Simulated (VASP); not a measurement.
A run of VASP 6.6.1:

Contents of INCAR:

```
SYSTEM = InAs
PREC     = Accurate       ! precision mode
ENCUT    = 600            ! plane-wave cutoff, eV
EDIFF    = 1E-7           ! SCF threshold, eV
ISMEAR   = 0              ! smearing method
SIGMA    = 0.03           ! smearing width, eV
LREAL    = .FALSE.        ! projectors in reciprocal space
LASPH    = .TRUE.         ! aspherical terms in the spheres
NELM     = 80             ! most SCF steps
ALGO     = Normal         ! electronic algorithm
ISIF     = 2              ! what is computed and relaxed
LWAVE    = .FALSE.        ! write WAVECAR
LCHARG   = .FALSE.        ! write CHGCAR
GGA      = PS             ! functional
IBRION   = 2              ! ionic algorithm
NSW      = 40             ! ionic steps
EDIFFG   = -0.01          ! ionic threshold
```

File KPOINTS:

```
regular mesh
0
G
  10 10 10
  0 0 0
```

POSCAR

```
InAs                                    
1.0
    0.0000000000      3.0855304225      3.0855304225
    3.0855304225      0.0000000000      3.0855304225
    3.0855304225      3.0855304225      0.0000000000
  In              As            
     1     1
Direct
     0.0000000000000000    0.0000000000000000    0.0000000000000000
     0.2500000000000000    0.2500000000000000    0.2500000000000000
```

Potentials or basis: VASP PAW PBE potentials, release 64 (In_d, As).

Run with:

```console
$ cat potpaw_PBE.64/In_d/POTCAR potpaw_PBE.64/As/POTCAR > POTCAR
$ mpirun -np 1 vasp_std > vasp.out
```

Hardware: 1 thread of Intel(R) Xeon(R) Platinum 8488C (Sapphire Rapids), on a shared host.

**Question.** How long does it take, and how much memory?

**Answer.** It took 37 s on 1 thread of Intel(R) Xeon(R) Platinum 8488C (Sapphire Rapids), on a shared host, peak memory 0.22 GiB. Counts: scf iterations 13, k points 47, ion steps 1.
